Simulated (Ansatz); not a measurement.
# GaSb: the cost of one run

Method: DFT PBE, scalar-relativistic, plane waves, PAW, in Ansatz 0.2.0.

4 further runs of the same task are left out: 3 that didn't finish, 1 set aside as unsound or not needed.

### 1 The structure to begin with

It takes space group I-4m2 (No. 119, tetragonal). Conventional cell: a = 5.507 Å, b = 5.507 Å, c = 3.181 Å, α = 90.00°, β = 90.00°, γ = 90.00°. Ga (site symmetry -4m2) has 4 Sb at 2.87 Å and 2 Ga at 3.18 Å as nearest neighbours. Sb (site symmetry -4m2) has 4 Ga at 2.87 Å and 2 Sb at 3.18 Å as nearest neighbours.

Coordinates:

```
Ga Sb
1.0
    -2.75343    2.75343    1.59071
     2.75343   -2.75343    1.59071
     2.75343    2.75343   -1.59071
Ga Sb
1 1
Direct
  0.25000 0.75000 0.50000
  0.00000 0.00000 0.00000
```

Source of the structure: the Materials Project (structure only).

(A quick probe on a coarse mesh, which set the mesh and smearing, is not shown.)

### 3 Full relaxation

input.yaml reads:

```yaml
crystal:
  lattice:
    - [-2.753434, 2.753434, 1.590707]
    - [2.753434, -2.753434, 1.590707]
    - [2.753434, 2.753434, -1.590707]
  atoms:
    - { symbol: Ga, position: [0.25, 0.75, 0.5] }
    - { symbol: Sb, position: [0.0, 0.0, 0.0] }
basis:
  ecutwfc: 420
kpoints:
  mp_grid: { grid: [16, 16, 16] }
hamiltonian:
  xc: pbe
scf:
  occupations: { method: gaussian, width: 0.1 }
output:
  forces: true
  stress: true
  eigenvalues: true
relax:
  adjacent_minimum: "off"
  f_tol: 0.005
  max_steps: 80
  cell: { stress_tol: 0.05 }
```

Run with:

```sh
$ ansatz run input.yaml --threads 1 --pin off --max-ram 2560MiB --backend cpu --events-out ev --progress --plain --runs-dir out
```

Q: Estimate wall time and peak memory on 1 thread of Intel Xeon 6975P-C (Granite Rapids), shared host.

About 2 min, with a peak of 0.66 GiB.
